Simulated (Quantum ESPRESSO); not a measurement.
Input of a Quantum ESPRESSO 7.5 run:

File pw.in:

```
&CONTROL
  calculation = 'scf'
  prefix = 'pwscf'
  outdir = './tmp'
  pseudo_dir = './pseudo'
  tprnfor = .true.
  tstress = .true.
  disk_io = 'low'
/
&SYSTEM
  ibrav = 0
  nat = 4
  ntyp = 2
  ecutwfc = 82
  nbnd = 14
  occupations = 'smearing'
  smearing = 'fd'
  degauss = 0.00367493
/
&ELECTRONS
  conv_thr = 8d-10
  electron_maxstep = 120
  mixing_beta = 0.5
/
ATOMIC_SPECIES
Si    28.0850 Si.upf
C     12.0110 C.upf
CELL_PARAMETERS angstrom
   3.0760000000    0.0000000000    0.0000000000
  -1.5380000000    2.6638941420    0.0000000000
   0.0000000000    0.0000000000    5.0480000000
ATOMIC_POSITIONS crystal
Si     0.6666666667    0.3333333333    0.5000000000
Si     0.3333333333    0.6666666667    0.0000000000
C      0.6666666667    0.3333333333    0.8850000000
C      0.3333333333    0.6666666667    0.3850000000
K_POINTS automatic
6 6 3 0 0 0
```

Contents of nscf.in:

```
&CONTROL
  calculation = 'nscf'
  prefix = 'pwscf'
  outdir = './tmp'
  pseudo_dir = './pseudo'
  disk_io = 'low'
/
&SYSTEM
  ibrav = 0
  nat = 4
  ntyp = 2
  ecutwfc = 82
  nbnd = 26
  occupations = 'smearing'
  smearing = 'fd'
  degauss = 0.00367493
  nosym = .true.
  noinv = .true.
/
&ELECTRONS
  conv_thr = 1d-09
  electron_maxstep = 120
  mixing_beta = 0.5
  diago_full_acc = .true.
/
ATOMIC_SPECIES
Si    28.0850 Si.upf
C     12.0110 C.upf
CELL_PARAMETERS angstrom
   3.0760000000    0.0000000000    0.0000000000
  -1.5380000000    2.6638941420    0.0000000000
   0.0000000000    0.0000000000    5.0480000000
ATOMIC_POSITIONS crystal
Si     0.6666666667    0.3333333333    0.5000000000
Si     0.3333333333    0.6666666667    0.0000000000
C      0.6666666667    0.3333333333    0.8850000000
C      0.3333333333    0.6666666667    0.3850000000
K_POINTS crystal
108
  0.00000000   0.00000000   0.00000000 9.25925926e-03
  0.00000000   0.00000000   0.33333333 9.25925926e-03
  0.00000000   0.00000000   0.66666667 9.25925926e-03
  0.00000000   0.16666667   0.00000000 9.25925926e-03
  0.00000000   0.16666667   0.33333333 9.25925926e-03
  0.00000000   0.16666667   0.66666667 9.25925926e-03
[... 100 lines left out ...]
  0.83333333   0.83333333   0.33333333 9.25925926e-03
  0.83333333   0.83333333   0.66666667 9.25925926e-03
```

The input pw2wan.in:

```
&INPUTPP
  prefix = 'pwscf'
  outdir = './tmp'
  seedname = 'w'
  write_mmn = .true.
  write_amn = .true.
/
```

File bands.in:

```
&CONTROL
  calculation = 'bands'
  prefix = 'pwscf'
  outdir = './tmp'
  pseudo_dir = './pseudo'
  disk_io = 'low'
/
&SYSTEM
  ibrav = 0
  nat = 4
  ntyp = 2
  ecutwfc = 82
  nbnd = 26
  occupations = 'smearing'
  smearing = 'fd'
  degauss = 0.00367493
/
&ELECTRONS
  conv_thr = 1d-08
  electron_maxstep = 120
  mixing_beta = 0.5
  diago_full_acc = .true.
/
ATOMIC_SPECIES
Si    28.0850 Si.upf
C     12.0110 C.upf
CELL_PARAMETERS angstrom
   3.0760000000    0.0000000000    0.0000000000
  -1.5380000000    2.6638941420    0.0000000000
   0.0000000000    0.0000000000    5.0480000000
ATOMIC_POSITIONS crystal
Si     0.6666666667    0.3333333333    0.5000000000
Si     0.3333333333    0.6666666667    0.0000000000
C      0.6666666667    0.3333333333    0.8850000000
C      0.3333333333    0.6666666667    0.3850000000
K_POINTS crystal
87
  0.00000000   0.00000000   0.00000000 1
  0.04166700   0.00000000   0.00000000 1
  0.08333300   0.00000000   0.00000000 1
  0.12500000   0.00000000   0.00000000 1
  0.16666700   0.00000000   0.00000000 1
  0.20833300   0.00000000   0.00000000 1
  0.25000000   0.00000000   0.00000000 1
  0.29166700   0.00000000   0.00000000 1
  0.33333300   0.00000000   0.00000000 1
  0.37500000   0.00000000   0.00000000 1
  0.41666700   0.00000000   0.00000000 1
  0.45833300   0.00000000   0.00000000 1
  0.50000000   0.00000000   0.00000000 1
  0.47619000   0.04761900   0.00000000 1
  0.45238100   0.09523800   0.00000000 1
  0.42857100   0.14285700   0.00000000 1
  0.40476200   0.19047600   0.00000000 1
  0.38095200   0.23809500   0.00000000 1
  0.35714300   0.28571400   0.00000000 1
  0.33333300   0.33333300   0.00000000 1
  0.30952400   0.30952400   0.00000000 1
  0.28571400   0.28571400   0.00000000 1
  0.26190500   0.26190500   0.00000000 1
  0.23809500   0.23809500   0.00000000 1
  0.21428600   0.21428600   0.00000000 1
  0.19047600   0.19047600   0.00000000 1
  0.16666700   0.16666700   0.00000000 1
  0.14285700   0.14285700   0.00000000 1
  0.11904800   0.11904800   0.00000000 1
  0.09523800   0.09523800   0.00000000 1
  0.07142900   0.07142900   0.00000000 1
  0.04761900   0.04761900   0.00000000 1
  0.02381000   0.02381000   0.00000000 1
  0.00000000   0.00000000   0.00000000 1
  0.00000000   0.00000000   0.08333300 1
  0.00000000   0.00000000   0.16666700 1
  0.00000000   0.00000000   0.25000000 1
  0.00000000   0.00000000   0.33333300 1
  0.00000000   0.00000000   0.41666700 1
  0.00000000   0.00000000   0.50000000 1
  0.04166700   0.00000000   0.50000000 1
  0.08333300   0.00000000   0.50000000 1
  0.12500000   0.00000000   0.50000000 1
  0.16666700   0.00000000   0.50000000 1
  0.20833300   0.00000000   0.50000000 1
  0.25000000   0.00000000   0.50000000 1
  0.29166700   0.00000000   0.50000000 1
  0.33333300   0.00000000   0.50000000 1
  0.37500000   0.00000000   0.50000000 1
  0.41666700   0.00000000   0.50000000 1
  0.45833300   0.00000000   0.50000000 1
  0.50000000   0.00000000   0.50000000 1
  0.47619000   0.04761900   0.50000000 1
  0.45238100   0.09523800   0.50000000 1
  0.42857100   0.14285700   0.50000000 1
  0.40476200   0.19047600   0.50000000 1
  0.38095200   0.23809500   0.50000000 1
  0.35714300   0.28571400   0.50000000 1
  0.33333300   0.33333300   0.50000000 1
  0.30952400   0.30952400   0.50000000 1
  0.28571400   0.28571400   0.50000000 1
  0.26190500   0.26190500   0.50000000 1
  0.23809500   0.23809500   0.50000000 1
  0.21428600   0.21428600   0.50000000 1
  0.19047600   0.19047600   0.50000000 1
  0.16666700   0.16666700   0.50000000 1
  0.14285700   0.14285700   0.50000000 1
  0.11904800   0.11904800   0.50000000 1
  0.09523800   0.09523800   0.50000000 1
  0.07142900   0.07142900   0.50000000 1
  0.04761900   0.04761900   0.50000000 1
  0.02381000   0.02381000   0.50000000 1
  0.00000000   0.00000000   0.50000000 1
  0.50000000   0.00000000   0.50000000 1
  0.50000000   0.00000000   0.41666700 1
  0.50000000   0.00000000   0.33333300 1
  0.50000000   0.00000000   0.25000000 1
  0.50000000   0.00000000   0.16666700 1
  0.50000000   0.00000000   0.08333300 1
  0.50000000   0.00000000   0.00000000 1
  0.33333300   0.33333300   0.00000000 1
  0.33333300   0.33333300   0.08333300 1
  0.33333300   0.33333300   0.16666700 1
  0.33333300   0.33333300   0.25000000 1
  0.33333300   0.33333300   0.33333300 1
  0.33333300   0.33333300   0.41666700 1
  0.33333300   0.33333300   0.50000000 1
```

File w.win:

```
num_wann = 16
num_bands = 26
guiding_centres = true
dis_froz_max = 12.91
dis_num_iter = 600
dis_mix_ratio = 0.5
dis_conv_tol = 1.0d-9
num_iter = 400
conv_tol = 1.0d-9
conv_window = 4
num_print_cycles = 40
fermi_energy = 10.8258
bands_plot = true
write_hr = true
mp_grid = 6 6 3
begin projections
Si: s;p
C: s;p
end projections
begin unit_cell_cart
ang
  3.0760000000   0.0000000000   0.0000000000
 -1.5380000000   2.6638941420   0.0000000000
  0.0000000000   0.0000000000   5.0480000000
end unit_cell_cart
begin atoms_frac
Si   0.6666666667   0.3333333333   0.5000000000
Si   0.3333333333   0.6666666667   0.0000000000
C    0.6666666667   0.3333333333   0.8850000000
C    0.3333333333   0.6666666667   0.3850000000
end atoms_frac
begin kpoint_path
G   0.0000000000   0.0000000000   0.0000000000  M   0.5000000000   0.0000000000   0.0000000000
M   0.5000000000   0.0000000000   0.0000000000  K   0.3333333333   0.3333333333   0.0000000000
K   0.3333333333   0.3333333333   0.0000000000  G   0.0000000000   0.0000000000   0.0000000000
G   0.0000000000   0.0000000000   0.0000000000  A   0.0000000000   0.0000000000   0.5000000000
A   0.0000000000   0.0000000000   0.5000000000  L   0.5000000000   0.0000000000   0.5000000000
L   0.5000000000   0.0000000000   0.5000000000  H   0.3333333333   0.3333333333   0.5000000000
H   0.3333333333   0.3333333333   0.5000000000  A   0.0000000000   0.0000000000   0.5000000000
L   0.5000000000   0.0000000000   0.5000000000  M   0.5000000000   0.0000000000   0.0000000000
K   0.3333333333   0.3333333333   0.0000000000  H   0.3333333333   0.3333333333   0.5000000000
end kpoint_path
bands_num_points = 12
begin kpoints
  0.00000000   0.00000000   0.00000000
  0.00000000   0.00000000   0.33333333
  0.00000000   0.00000000   0.66666667
  0.00000000   0.16666667   0.00000000
  0.00000000   0.16666667   0.33333333
  0.00000000   0.16666667   0.66666667
  0.00000000   0.33333333   0.00000000
  0.00000000   0.33333333   0.33333333
  0.00000000   0.33333333   0.66666667
  0.00000000   0.50000000   0.00000000
  0.00000000   0.50000000   0.33333333
  0.00000000   0.50000000   0.66666667
  0.00000000   0.66666667   0.00000000
  0.00000000   0.66666667   0.33333333
  0.00000000   0.66666667   0.66666667
  0.00000000   0.83333333   0.00000000
  0.00000000   0.83333333   0.33333333
  0.00000000   0.83333333   0.66666667
  0.16666667   0.00000000   0.00000000
  0.16666667   0.00000000   0.33333333
  0.16666667   0.00000000   0.66666667
  0.16666667   0.16666667   0.00000000
  0.16666667   0.16666667   0.33333333
  0.16666667   0.16666667   0.66666667
  0.16666667   0.33333333   0.00000000
  0.16666667   0.33333333   0.33333333
  0.16666667   0.33333333   0.66666667
  0.16666667   0.50000000   0.00000000
  0.16666667   0.50000000   0.33333333
  0.16666667   0.50000000   0.66666667
  0.16666667   0.66666667   0.00000000
  0.16666667   0.66666667   0.33333333
  0.16666667   0.66666667   0.66666667
  0.16666667   0.83333333   0.00000000
  0.16666667   0.83333333   0.33333333
  0.16666667   0.83333333   0.66666667
  0.33333333   0.00000000   0.00000000
  0.33333333   0.00000000   0.33333333
  0.33333333   0.00000000   0.66666667
  0.33333333   0.16666667   0.00000000
  0.33333333   0.16666667   0.33333333
  0.33333333   0.16666667   0.66666667
  0.33333333   0.33333333   0.00000000
  0.33333333   0.33333333   0.33333333
  0.33333333   0.33333333   0.66666667
  0.33333333   0.50000000   0.00000000
  0.33333333   0.50000000   0.33333333
  0.33333333   0.50000000   0.66666667
  0.33333333   0.66666667   0.00000000
  0.33333333   0.66666667   0.33333333
  0.33333333   0.66666667   0.66666667
  0.33333333   0.83333333   0.00000000
  0.33333333   0.83333333   0.33333333
  0.33333333   0.83333333   0.66666667
  0.50000000   0.00000000   0.00000000
  0.50000000   0.00000000   0.33333333
  0.50000000   0.00000000   0.66666667
  0.50000000   0.16666667   0.00000000
  0.50000000   0.16666667   0.33333333
  0.50000000   0.16666667   0.66666667
  0.50000000   0.33333333   0.00000000
  0.50000000   0.33333333   0.33333333
  0.50000000   0.33333333   0.66666667
  0.50000000   0.50000000   0.00000000
  0.50000000   0.50000000   0.33333333
  0.50000000   0.50000000   0.66666667
  0.50000000   0.66666667   0.00000000
  0.50000000   0.66666667   0.33333333
  0.50000000   0.66666667   0.66666667
  0.50000000   0.83333333   0.00000000
  0.50000000   0.83333333   0.33333333
  0.50000000   0.83333333   0.66666667
  0.66666667   0.00000000   0.00000000
  0.66666667   0.00000000   0.33333333
  0.66666667   0.00000000   0.66666667
  0.66666667   0.16666667   0.00000000
  0.66666667   0.16666667   0.33333333
  0.66666667   0.16666667   0.66666667
  0.66666667   0.33333333   0.00000000
  0.66666667   0.33333333   0.33333333
  0.66666667   0.33333333   0.66666667
  0.66666667   0.50000000   0.00000000
  0.66666667   0.50000000   0.33333333
  0.66666667   0.50000000   0.66666667
  0.66666667   0.66666667   0.00000000
  0.66666667   0.66666667   0.33333333
  0.66666667   0.66666667   0.66666667
  0.66666667   0.83333333   0.00000000
  0.66666667   0.83333333   0.33333333
  0.66666667   0.83333333   0.66666667
  0.83333333   0.00000000   0.00000000
  0.83333333   0.00000000   0.33333333
  0.83333333   0.00000000   0.66666667
  0.83333333   0.16666667   0.00000000
  0.83333333   0.16666667   0.33333333
  0.83333333   0.16666667   0.66666667
  0.83333333   0.33333333   0.00000000
  0.83333333   0.33333333   0.33333333
  0.83333333   0.33333333   0.66666667
  0.83333333   0.50000000   0.00000000
  0.83333333   0.50000000   0.33333333
  0.83333333   0.50000000   0.66666667
  0.83333333   0.66666667   0.00000000
  0.83333333   0.66666667   0.33333333
  0.83333333   0.66666667   0.66666667
  0.83333333   0.83333333   0.00000000
  0.83333333   0.83333333   0.33333333
  0.83333333   0.83333333   0.66666667
end kpoints
```

Potentials or basis: PseudoDojo 0.4.1 SR PBEsol standard.

Launch:

```sh
$ OMP_NUM_THREADS=1 pw.x -in pw.in > pw.out
$ OMP_NUM_THREADS=1 pw.x -in nscf.in > nscf.out
$ wannier90.x -pp w
$ OMP_NUM_THREADS=1 pw2wannier90.x -in pw2wan.in > pw2wan.out
$ wannier90.x w
$ OMP_NUM_THREADS=1 pw.x -in bands.in > bands.out
```

**Question.** Estimate the total Wannier spread.

**Answer.** 13.70 Å² over 16 functions.

**Question.** Predict the RMS miss of the Wannier bands.

**Answer.** 0.011 eV.

**Question.** What does it give for the largest force?

**Answer.** 0.752 eV/Å.

**Question.** What does it give for the band gap along the path?

**Answer.** 2.17 eV, indirect (least direct gap 3.96 eV).

**Question.** What does it give for the pressure?

**Answer.** 0.3 GPa.

Stress tensor (GPa, compression positive):
```
 1.96  0.00  0.00
 0.00  1.96  0.00
 0.00  0.00 -2.98
```

Caveat: the Wannier minimisation didn't converge. Expect the measured gap to be larger: semilocal functionals such as PBEsol lack the derivative discontinuity.
